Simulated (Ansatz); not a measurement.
## Cu(111) / 1 layer Rh(111) / Cu(111): resistance against film thickness

Wanted: interface resistance and thickness dependence for Cu(111) / 1 layer Rh(111) / Cu(111).

Program: Ansatz 0.2.0. Level of theory: Ansatz plane-wave DFT, PBE, PAW files; ballistic transport by layer matching (Landauer), zero bias; PAW set soft_1, in the first sound run; inputs show where later runs differ. Results are calculated unless marked as measured.

## (1) The structure

The cell holds 9 atoms: 8 Cu and 1 Rh. Cell: a = 2.556 Å, b = 2.556 Å, c = 19.127 Å, α = 90.0°, β = 90.0°, γ = 120.0°. It derives from Cu and Rh. Regions: lead, 8 atoms (8 Cu); films, 1 atom (1 Rh). The structure is stacked along c, and the current runs across the ab planes.

## (2) With 1 layer

The film is laid into the lead at the lead's in-plane lattice, and the cell closes on the lead's own image. The mesh across the current, 32×32, is finer than the density's, because channels open and close sharply across the zone. Energies from -1 to 1 eV in steps of 0.036 eV cover the slope of the Fermi function at 300 K, so the program can form a conductance.

The input, input.yaml:

```yaml
crystal:
  lattice:
    - [2.5561627297, 0.0, 0.0]
    - [-1.2780813649, 2.2137018601, 0.0]
    - [0.0, 0.0, 19.127005172]
  atoms:
    - { symbol: Cu, position: [0.0, 0.0, 0.0545589367] }
    - { symbol: Cu, position: [0.3333333333, 0.6666666667, 0.1636768101] }
    - { symbol: Cu, position: [0.6666666667, 0.3333333333, 0.2727946835] }
    - { symbol: Cu, position: [0.0, 0.0, 0.3819125569] }
    - { symbol: Rh, position: [0.3333333333, 0.6666666667, 0.5] }
    - { symbol: Cu, position: [0.6666666667, 0.3333333333, 0.6180874431] }
    - { symbol: Cu, position: [0.0, 0.0, 0.7272053165] }
    - { symbol: Cu, position: [0.3333333333, 0.6666666667, 0.8363231899] }
    - { symbol: Cu, position: [0.6666666667, 0.3333333333, 0.9454410633] }
kpoints:
  mp_grid: { grid: [17, 17, 2] }
hamiltonian:
  xc: pbe
  pseudopotentials: { kind: paw, azcp: { folder: soft_1 } }
scf:
  occupations: { method: fermi_dirac, width: 0.1 }
output:
  transmission: { leads: [[0, 1]], kmesh: [32, 32], e_range: [-1.0, 1.0], de: 0.036 }
  write_potential: true
  write_density: true
  volumetric_format: npy
  elf: true
```

Run with:

```sh
$ ansatz run input.yaml --threads 4 --pin off --max-ram 15360MiB --backend cpu --events-out ev --progress --plain --runs-dir out
```

Numbers of over 12 decimals in the logs are rounded to 6 here.

Output:

```text
Engine: ansatz 0.2.0, x86_64-unknown-linux-gnu
Pseudopotentials: kind: paw
Pseudopotential: Cu, paw, valence charge 19, recommended cutoff 420 eV (normal), soft_1/Cu.paw.azcp
Pseudopotential: Rh, paw, valence charge 17, recommended cutoff 420 eV (normal), soft_1/Rh.paw.azcp
Functional definition: PBE
  parameter kappa = 0.804
  parameter beta = 0.066725
  exchange = pbe_x(kappa = kappa, mu = beta*pi^2/3)
  correlation = pbe_c(beta = beta)
Crystal: 9 atoms, lattice volume = 108.232 Å³
Basis set: ecut = 420 eV, 2169 PW (Γ)
Bands: 102, of which v1, the nominal top of the filled ones, is band 85 counted from 1 (84 counted from 0)
Symmetry: 12 space group operations
Space group: P-3m1 (ITA 164), of the structure as read, at distance tolerance 4.8e-5 Å
k-points: 66 of 578
Non-local potential: Cu, projectors of the file, l = 0: 3, l = 1: 2, l = 2: 3, l = 3: 1
Non-local potential: Rh, projectors of the file, l = 0: 3, l = 1: 2, l = 2: 2, l = 3: 1
PAW form: soft (Blöchl's): semilocal exchange-correlation on the pseudo side does not see the compensation charge
PAW one-centre angular grid: Cu, 590 points (default); XC on 64 Gauss nodes
PAW one-centre angular grid: Rh, 590 points (default); XC on 64 Gauss nodes
Initial density: superposition of atomic densities (chi_scale 0.1, normalization cell, long waves of neutral atoms (reshape's long-wave potential 5.93 eV rms, cloud 2.74 Å wide))
Initial wavefunctions: pseudopotential atomic-orbital guess
Functional: x = pbe(κ = 0.804, μ = 0.219515), c = pbe(β = 0.066725)
SCF iter   1: F=—  HF=-59413.290928 eV  |F-HF|=—  |Δ(HF+E_count)|=         —  Δρ=2.23e-1  dr2=1.44e2  ethr=3.10e-3  ⟨swp⟩=4.5  Hψ=20316  notcnv=0  defer=144
preconditioner: auto → Kerker (q_TF=auto, 2.939 Å⁻¹)  [metal: Δε(μ)=0.032 eV  Ē_g=9.630 eV  σ=0.100 eV  W_gap=0.08  n_scr=46 (ndim 8)  ℏωp=35.2 eV  f_vac=0.000  D(μ)=3.79/eV (n_scr^D=14)]
SCF iter   2: F=—  HF=-59406.122481 eV  |F-HF|=—  |Δ(HF+E_count)|=    7.17e0  Δρ=8.09e-2  dr2=4.13e1  ethr=3.10e-3  ⟨swp⟩=2.1  Hψ=12016  notcnv=0  defer=468
SCF iter   3: F=—  HF=-59404.702888 eV  |F-HF|=—  |Δ(HF+E_count)|=    1.42e0  Δρ=5.88e-2  dr2=3.71e0  ethr=3.10e-3  ⟨swp⟩=2.6  Hψ=12019  notcnv=0  defer=482
SCF iter   4: F=—  HF=-59404.235125 eV  |F-HF|=—  |Δ(HF+E_count)|=   4.68e-1  Δρ=1.42e-2  dr2=6.44e-1  ethr=2.20e-3  ⟨swp⟩=2.3  Hψ=9925  notcnv=0  defer=514
SCF iter   5: F=—  HF=-59404.259851 eV  |F-HF|=—  |Δ(HF+E_count)|=   2.47e-2  Δρ=6.11e-3  dr2=1.94e-1  ethr=3.81e-4  ⟨swp⟩=2.6  Hψ=10824  notcnv=0  defer=518
SCF iter   6: F=—  HF=-59404.265020 eV  |F-HF|=—  |Δ(HF+E_count)|=   5.17e-3  Δρ=1.12e-2  dr2=2.46e-1  ethr=1.15e-4  ⟨swp⟩=2.0  Hψ=9487  notcnv=0  defer=518
SCF iter   7: F=—  HF=-59404.245764 eV  |F-HF|=—  |Δ(HF+E_count)|=   1.93e-2  Δρ=3.50e-3  dr2=6.91e-2  ethr=1.15e-4  ⟨swp⟩=1.4  Hψ=7616  notcnv=0  defer=515
SCF iter   8: F=—  HF=-59404.245201 eV  |F-HF|=—  |Δ(HF+E_count)|=   5.63e-4  Δρ=1.32e-3  dr2=8.49e-3  ethr=4.09e-5  ⟨swp⟩=1.0  Hψ=6464  notcnv=0  defer=515
SCF iter   9: F=—  HF=-59404.245044 eV  |F-HF|=—  |Δ(HF+E_count)|=   1.57e-4  Δρ=1.21e-3  dr2=1.10e-2  ethr=5.02e-6  ⟨swp⟩=1.1  Hψ=6375  notcnv=0  defer=515
SCF iter  10: F=—  HF=-59404.244842 eV  |F-HF|=—  |Δ(HF+E_count)|=   2.02e-4  Δρ=1.82e-4  dr2=1.22e-4  ethr=5.02e-6  ⟨swp⟩=1.0  Hψ=6274  notcnv=0  defer=515
SCF iter  11: F=—  HF=-59404.244840 eV  |F-HF|=—  |Δ(HF+E_count)|=   1.93e-6  Δρ=1.35e-4  dr2=1.00e-4  ethr=7.25e-8  ⟨swp⟩=2.0  Hψ=8548  notcnv=0  defer=515
SCF iter  12: F=—  HF=-59404.244841 eV  |F-HF|=—  |Δ(HF+E_count)|=   1.21e-6  Δρ=3.55e-5  dr2=3.66e-6  ethr=5.93e-8  ⟨swp⟩=1.0  Hψ=6224  notcnv=0  defer=515
SCF iter  13: F=—  HF=-59404.244841 eV  |F-HF|=—  |Δ(HF+E_count)|=   3.08e-7  Δρ=2.02e-5  dr2=1.83e-6  ethr=2.17e-9  ⟨swp⟩=2.2  Hψ=8690  notcnv=0  defer=515
SCF iter  14: F=—  HF=-59404.244841 eV  |F-HF|=—  |Δ(HF+E_count)|=   8.82e-8  Δρ=1.24e-5  dr2=3.14e-7  ethr=1.08e-9  ⟨swp⟩=2.6  Hψ=9384  notcnv=0  defer=515
SCF iter  15: F=-59404.244841 eV  HF=-59404.244841 eV  |F-HF|=1.10e-8  |Δ(HF+E_count)|=   1.43e-8  Δρ=2.89e-6  dr2=1.67e-8  ethr=5.92e-11  ⟨swp⟩=8.0  Hψ=21788  notcnv=0
SCF 1 converged in 15 iterations: F = -59404.244841 eV  dr2 = 1.67e-8
  greatest PAW one-centre occupation: 1.000 electrons in one spin orbital (limit 2), on the Rh atom at site 4 (counted from 0), in its partial waves of l = 0
transmission: 331 of 3264 steps passed
transmission: 659 of 3264 steps passed
[...]
transmission: 3264 of 3264 steps passed
SCF converged after 15 iterations
Free energy (F): -59404.244841 eV
Harris-Foulkes:  -59404.244841 eV  (|F-HF|=1.10e-8)
Internal energy: -59404.111670 eV  (E = F + TS)
E sigma→0 (E₀):  -59404.178255 eV
Entropy (-TS):   -0.133171 eV (-14.797 meV/atom)
Fermi energy:    17.071290 eV
--- Per-component energies (eV) ---
  E_band       = -2995.382779
  E_kinetic    = 2632.944438
  E_local      = -38558.954067  (includes V_loc(G=0)·N_el)
  E_nonlocal   = 7416.952904
  E_hartree    = 16349.108852
  E_xc         = -754.386833
  E_vxc        = -966.816088  (∫ρ·V_xc dr)
  E_paw        = -18122.172528  (= ΣΔE_a)
  E_vpaw       = -6217.744648  (= ΣTr[D̂ρ^β])
  E_aug_tail   = 0.008212  (compensation charges beyond the density's cutoff)
  E_ewald      = -28367.612647
  E_smearing   = -0.133171  (= −TS)
  E_closure    = -0.000000  (closes the sum)
  Σ components = -59404.244841   (vs F -59404.244841, Δ=0.00e0)
--- Band table (eV; the first three rows and the last of 66) ---
  k-point 0: bands = [... 81 lower, 15.2527, 15.3984, 15.3984, 15.4325, 15.4325, 15.5674, 15.7086, 17.3008, ... 13 higher]
  k-point 1: bands = [... 81 lower, 15.2859, 15.2859, 15.3815, 15.3815, 15.4385, 15.4385, 16.1334, 17.3008, ... 13 higher]
  k-point 2: bands = [... 81 lower, 15.2281, 15.2677, 15.4032, 15.4056, 15.4359, 15.9570, 16.1979, 17.2767, ... 13 higher]
  k-point 65: bands = [... 81 lower, 19.7939, 19.8006, 19.9280, 20.2050, 20.4095, 20.9342, 21.0998, 21.5636, ... 13 higher]
--- Transmission ---
  basis      : 55 plane waves across, 32 finite elements along
  points     : 102, standing for a mesh of 32 x 32
  filling    : by the input's occupations and mesh, since the crystals that have channels conduct as metals do. If one of these is a semiconductor, that mesh has misplaced its level
  energies   : 56 from -1.000000 to 0.980000 eV about the Fermi level, 0.036000 eV apart; the leads are filled to 0.000000 eV, and channels, transmission and decay are at 0.008000 eV
  crystal 0  : Cu1, at the sites [0, 1], period 2.0871 Å, over 16.70 Å; its Hamiltonian steps by up to 7.4 meV
    offset         : up to 0.0000 Å between an atom of the period and one for which it stands
    filled         : 19.1 meV over the level at which it is neutral
    channels       : 7.880859e-1 a spin
    conductance    : 1.0812e15 S/m² at 300 K; may be off by some 0.0 % by where its bands' edges are placed, 2.9 % from the k-mesh, 0.1 % from the distance to neutral
    slowest decay  : 0.0485 /Å at (0.0938, 0.0000)
  junction   : crystal 0 to crystal 0, 0.70 to 17.74 Å
    transmission   : 6.075231e-1 a spin
    conductance    : 8.3230e14 S/m² at 300 K (7.8168e14 on every other point, 8.3374e14 on every other energy)
    error estimate : 0.2 % from the energy spacing and 0.0 % from band edges of the leads and from resonances (wavevectors taken as independent; lower de), 4.3 % from the k-mesh, 2.0 % from the steps of its leads' Hamiltonians or their offsets (lay more layers), 1.0 % from the distance to neutral
    resistance     : 2.7657e-4 Ω µm² beyond half of each lead's own
```

It took 2.4 min on 4 threads of Intel Xeon Platinum 8375C at 2.90GHz (Ice Lake), shared host; peak memory 0.99 GiB; 5.8 min of CPU time.

In the SCF lines HF is the Harris–Foulkes energy and dr2 the Hartree energy of the density residual, in eV; the loop may stop once dr2 is under the threshold and the program's other checks hold. Hψ counts applications of the Hamiltonian.

Numbers from this step:

| Item | Value |
| --- | --- |
| free energy | -59404.2448 eV |
| energy at zero smearing | -59404.1783 eV |
| Fermi energy | 17.07 eV |
| cell area | 5.659 Å² |
| step of the lead's potential | 7.4 meV |
| ballistic conductance of the lead | 1.08e15 S/m² |
| estimated errors of the lead's conductance | 0, 2.9, 0.1 % (band edges, k-mesh, distance from neutral) |
| lead conductance per cell | 0.7896 G₀ |
| conductance of the junction | 8.32e14 S/m² |
| junction conductance per cell | 0.6078 G₀ |
| estimated errors of the junction's conductance | 0.2, 0, 4.3, 2, 1 % (energy step, band edges, k-mesh, leads' steps, distance from neutral) |
| area resistance that the stack adds (contact term taken off, spin by spin) | 0.2766 fΩ m² |

Per spin. The transmission, zone mean by energy, zero at the Fermi level:

| energy (eV) | transmission, zone mean |
| --- | --- |
| -1.000 | 0.451 |
| -0.964 | 0.447 |
| -0.892 | 0.466 |
| -0.856 | 0.476 |
| -0.784 | 0.487 |
| -0.748 | 0.500 |
| -0.676 | 0.488 |
| -0.640 | 0.495 |
| -0.568 | 0.492 |
| -0.532 | 0.491 |
| -0.460 | 0.499 |
| -0.424 | 0.540 |
| -0.352 | 0.552 |
| -0.316 | 0.558 |
| -0.244 | 0.574 |
| -0.208 | 0.584 |
| -0.136 | 0.597 |
| -0.100 | 0.596 |
| -0.064 | 0.602 |
| -0.028 | 0.579 |
| 0.008 | 0.608 |
| 0.080 | 0.644 |
| 0.116 | 0.653 |
| 0.188 | 0.647 |
| 0.224 | 0.644 |
| 0.296 | 0.633 |
| 0.332 | 0.623 |
| 0.404 | 0.589 |
| 0.440 | 0.588 |
| 0.512 | 0.600 |
| 0.548 | 0.605 |
| 0.620 | 0.609 |
| 0.656 | 0.609 |
| 0.728 | 0.600 |
| 0.764 | 0.591 |
| 0.836 | 0.566 |
| 0.872 | 0.564 |
| 0.944 | 0.561 |
| 0.980 | 0.561 |

Per spin. Table of open channels, zone mean, lead by energy, zero at the Fermi level:

| energy (eV) | open channels, zone mean, lead |
| --- | --- |
| -1.000 | 0.647 |
| -0.964 | 0.671 |
| -0.892 | 0.671 |
| -0.856 | 0.677 |
| -0.784 | 0.688 |
| -0.748 | 0.712 |
| -0.676 | 0.724 |
| -0.640 | 0.724 |
| -0.568 | 0.735 |
| -0.532 | 0.735 |
| -0.460 | 0.741 |
| -0.424 | 0.741 |
| -0.352 | 0.765 |
| -0.316 | 0.782 |
| -0.244 | 0.794 |
| -0.208 | 0.782 |
| -0.136 | 0.782 |
| -0.100 | 0.782 |
| -0.028 | 0.788 |
| 0.008 | 0.788 |
| 0.080 | 0.800 |
| 0.116 | 0.812 |
| 0.188 | 0.835 |
| 0.224 | 0.835 |
| 0.296 | 0.823 |
| 0.332 | 0.823 |
| 0.404 | 0.823 |
| 0.440 | 0.817 |
| 0.512 | 0.817 |
| 0.548 | 0.829 |
| 0.620 | 0.829 |
| 0.656 | 0.817 |
| 0.728 | 0.858 |
| 0.764 | 0.847 |
| 0.836 | 0.847 |
| 0.872 | 0.847 |
| 0.944 | 0.847 |
| 0.980 | 0.841 |

Transmission over k1 and k2. At 0.0080 eV from the Fermi level.

Values, 12 rows by 16 columns, each cell a mean:
```
0.97 1.00 0.80 0.90 0.88 0.89 0.80 0.98 0.98 0.94 0.01 0.00 0.00 0.00 0.01 0.51
0.49 0.97 0.98 0.96 0.90 0.84 0.87 0.95 0.98 0.83 0.36 0.03 0.00 0.00 0.00 0.00
0.62 0.95 0.97 0.80 0.84 0.74 0.79 0.87 0.89 0.93 0.94 0.61 0.08 0.00 0.00 0.00
0.61 0.94 0.95 0.57 0.91 0.67 0.50 0.54 0.73 0.85 0.67 0.95 0.79 0.23 0.00 0.00
0.60 0.96 0.96 0.61 0.98 0.25 0.11 0.06 0.18 0.43 0.88 0.67 0.95 0.89 0.38 0.47
0.96 0.99 0.98 0.87 0.90 0.41 0.06 0.00 0.00 0.05 0.42 0.86 0.86 1.00 0.97 0.96
0.93 0.98 0.88 0.91 0.83 0.86 0.30 0.05 0.00 0.00 0.17 0.61 0.96 0.77 0.99 0.89
0.24 0.13 0.32 0.88 0.91 0.62 0.88 0.50 0.28 0.13 0.31 0.66 0.98 0.51 0.96 0.84
0.22 0.00 0.00 0.24 0.79 0.95 0.73 0.90 0.80 0.77 0.82 0.86 0.95 0.68 0.96 0.86
0.21 0.00 0.00 0.00 0.08 0.61 0.95 0.91 0.91 0.81 0.62 0.67 0.85 0.91 0.98 0.88
0.35 0.00 0.00 0.00 0.00 0.02 0.43 0.98 0.98 0.98 0.96 0.95 0.96 0.99 0.97 0.83
0.92 0.54 0.09 0.16 0.16 0.15 0.50 0.93 0.97 0.83 0.63 0.69 0.69 0.70 0.68 0.97
```
Columns: k1 (b1) from -0.5 to 0.469; rows upwards: k2 (b2) from -0.5 to 0.469.

Open channels over k1 and k2. At 0.0080 eV from the Fermi level.

Ten even steps from '0' (0.00) to '9' (1.00), each cell a mean:
```
99999999999999999999600000000669
99999999999999999999600000000009
99999999999999999999920000000000
99999999999999999999995000000000
99999999999999999999999810000000
99999999999999999999999994000000
99999999999999999999999999810000
99999999999999999999999999994404
99999999999992222999999999999979
99999999999990000069999999999999
99999999999990000003999999999999
99999999999999300000999999999999
99999999999999960000999999999999
97077999999999999999999999999999
90000499999999999999999999999999
90000018999999999999999999999999
90000000499999999999999999999999
90000000018999999999999999999999
90000000000599999999999999999999
97000000000099999999999999999999
99330000000039999999999999999999
99996666666699999999999999999999
```
Columns: k1 (b1) from -0.5 to 0.469; rows upwards: k2 (b2) from -0.5 to 0.469.

Valence density in the ca plane at fractional y = 0.667, with atoms of Cu and Rh within 0.2 Å of it. It is the smooth field of the valence electrons, not physical close to the nuclei.

Values in e/Å³, 5 rows by 16 columns, each cell a mean:
```
 1  0  0  0  1  1  1  1  0  0  0  1  0  1  0  0
 1  0  1  0  1  0  0  0  1  2  0  1  0  1  0  1
 0  0 14  5  0  0  0  0  2  8  1  0  0  0  0 16
 0  0 21  7  0  0  0  0  3  9  1  0  0  0  0 23
 0  0  2  1  0  0  0  0  1  3  0  0  0  0  0  2
```
Columns run along c (16.0 Å, from fractional 0.02 to 0.86 of the cell), rows up along a (2.6 Å). Atoms in or near the plane, at fractional coordinates: Cu at (0.16, 0.33), Rh at (0.50, 0.33), Cu at (0.84, 0.33).

Electrostatic potential energy in the ca plane at fractional y = 0.667, with atoms of Cu and Rh within 0.2 Å of it. With pseudopotentials it is smooth inside the atoms' cores, unlike the true potential.

Values in eV, 5 rows by 16 columns, each cell a mean:
```
 -1  12  16  17   4   7   6   4  17  13  17  -3  14  -2  13  16
  7  14   5  11   9  11  11  11  10  -5  16   5  16   7  15   4
 17  16 -30 -11  17  18  18  18 -10 -44  11  17  19  17  15 -34
 18  16 -35 -15  18  19  18  18 -13 -47  10  18  19  18  15 -40
 11  15  -5   5  13  15  14  13   5 -19  15  11  17  10  15  -7
```
Columns run along c (16.0 Å, from fractional 0.02 to 0.86 of the cell; values clipped at the 3rd and 97th percentile), rows up along a (2.6 Å). Atoms in or near the plane, at fractional coordinates: Cu at (0.16, 0.33), Rh at (0.50, 0.33), Cu at (0.84, 0.33).

ELF in the ca plane at fractional y = 0.667, with atoms of Cu and Rh within 0.2 Å of it. It is the smooth field of the valence electrons, not physical close to the nuclei.

Ten even steps from '0' (0.15) to '9' (0.74), each cell a mean:
```
00000110011000001000001111111000000000001100
00000110011000001000001111111000001000001100
00001000001000001000001134311000001000001000
00011001000110011000011378741100001100010001
11121006400121111111111589951111111111220037
11121007400121111111111589961121111111220038
00011001000110011000011378741100001100010001
00001000001000001000001134411000001000001000
```
Columns run along c (16.0 Å, from fractional 0.02 to 0.86 of the cell), rows up along a (2.6 Å). Atoms in or near the plane, at fractional coordinates: Cu at (0.16, 0.33), Rh at (0.50, 0.33), Cu at (0.84, 0.33).

The lead's potential steps by 7.4 meV from period to period, small in itself. The program estimates the junction's conductance to 4.3 % from the k-mesh, 1 % from the leads' distance from neutral and 2 % from their steps.

By hand: 1/G − 1/G_lead = 1/0.8323 − 1/1.081 = 0.277 fΩ m² with G in 10¹⁵ S/m².

## (3) With 3 layers, k-mesh 17×17×1, film layers 3

The stack now holds 3 film layers; the k-mesh follows the cell, and the energies span -0.27 to 0.27 eV.

System of this step: Cu(111) / 3 layers Rh(111) / Cu(111). The cell holds 12 atoms: 9 Cu and 3 Rh. Cell: a = 2.556 Å, b = 2.556 Å, c = 26.075 Å, α = 90.0°, β = 90.0°, γ = 120.0°. It derives from Cu and Rh. Regions: lead, 9 atoms (9 Cu); films, 3 atoms (3 Rh). The structure is stacked along c, and the current runs across the ab planes.

The input, input.yaml:

```yaml
crystal:
  lattice:
    - [2.5561627297, 0.0, 0.0]
    - [-1.2780813649, 2.2137018601, 0.0]
    - [0.0, 0.0, 26.0745435793]
  atoms:
    - { symbol: Cu, position: [0.0, 0.0, 0.0400217577] }
    - { symbol: Cu, position: [0.3333333333, 0.6666666667, 0.120065273] }
    - { symbol: Cu, position: [0.6666666667, 0.3333333333, 0.2001087884] }
    - { symbol: Cu, position: [0.0, 0.0, 0.2801523037] }
    - { symbol: Rh, position: [0.3333333333, 0.6666666667, 0.366775455] }
    - { symbol: Rh, position: [0.6666666667, 0.3333333333, 0.4599782423] }
    - { symbol: Rh, position: [0.0, 0.0, 0.5531810296] }
    - { symbol: Cu, position: [0.3333333333, 0.6666666667, 0.6398041809] }
    - { symbol: Cu, position: [0.6666666667, 0.3333333333, 0.7198476963] }
    - { symbol: Cu, position: [0.0, 0.0, 0.7998912116] }
    - { symbol: Cu, position: [0.3333333333, 0.6666666667, 0.879934727] }
    - { symbol: Cu, position: [0.6666666667, 0.3333333333, 0.9599782423] }
kpoints:
  mp_grid: { grid: [17, 17, 1] }
hamiltonian:
  xc: pbe
  pseudopotentials: { kind: paw, azcp: { folder: soft_1 } }
scf:
  occupations: { method: fermi_dirac, width: 0.1 }
output:
  transmission:
    leads: [[0, 1]]
    kmesh: [32, 32]
    e_range: [-0.27, 0.27]
    de: 0.036
  write_potential: true
  write_density: true
  volumetric_format: npy
```

Output:

```text
[...]
Crystal: 12 atoms, lattice volume = 147.545 Å³
Basis set: ecut = 420 eV, 2937 PW (Γ)
Bands: 134, of which v1, the nominal top of the filled ones, is band 111 counted from 1 (110 counted from 0)
Symmetry: 12 space group operations
[...]
k-points: 33 of 289
[...]
--- Transmission ---
  basis      : 55 plane waves across, 40 finite elements along
  points     : 102, standing for a mesh of 32 x 32
[...]
filled         : 23.9 meV over the level at which it is neutral
    channels       : 7.880859e-1 a spin
[...]
slowest decay  : 0.0555 /Å at (0.0938, 0.0000)
  junction   : crystal 0 to crystal 0, -0.70 to 23.29 Å
    transmission   : 6.228271e-1 a spin
[...]
resistance     : 2.4494e-4 Ω µm² beyond half of each lead's own
[key lines of the parts left out:]
SCF converged after 15 iterations
Free energy (F): -78834.799573 eV
Fermi energy:    18.007687 eV
```

It took 1.8 min on 4 threads; peak memory 1.1 GiB.

This step gave:

```
free energy                                                                : -78834.7996 eV
energy at zero smearing                                                    : -78834.6776 eV
Fermi energy                                                               : 18.01 eV
step of the lead's potential                                               : 5.2 meV
lead conductance per cell                                                  : 0.7898 G₀
conductance of the junction                                                : 8.55e14 S/m²
junction conductance per cell                                              : 0.6244 G₀
estimated errors of the junction's conductance                             : 0.2, 0, 2.3, 1.4, 0.7 % (energy step, band edges, k-mesh, leads' steps, distance from neutral)
area resistance that the stack adds (contact term taken off, spin by spin) : 0.2449 fΩ m²
```

Per spin. The transmission, zone mean by energy, zero at the Fermi level:

| energy (eV) | transmission, zone mean |
| --- | --- |
| -0.270 | 0.571 |
| -0.234 | 0.561 |
| -0.198 | 0.575 |
| -0.162 | 0.568 |
| -0.126 | 0.586 |
| -0.090 | 0.595 |
| -0.054 | 0.617 |
| -0.018 | 0.621 |
| 0.018 | 0.623 |
| 0.054 | 0.635 |
| 0.090 | 0.629 |
| 0.126 | 0.621 |
| 0.162 | 0.626 |
| 0.198 | 0.594 |
| 0.234 | 0.582 |
| 0.270 | 0.568 |

The conductance of the junction is 8.5e14 S/m², 2.7 % over the 8.3e14 S/m² of the last finished run, within the error estimates, leads' steps apart, of 4.3 and 2.3 %.

[end of part 1 of 2]

[Logs are printed without paths, hosts, clocks, repeated set-up lines and the standing remarks that a program may print on its own settings, such as how far it seeks lower states.]

[Hosts, paths, dates, database ids (printed as entryN), source tags and the programs' standing remarks are cut or masked in the printed files.]
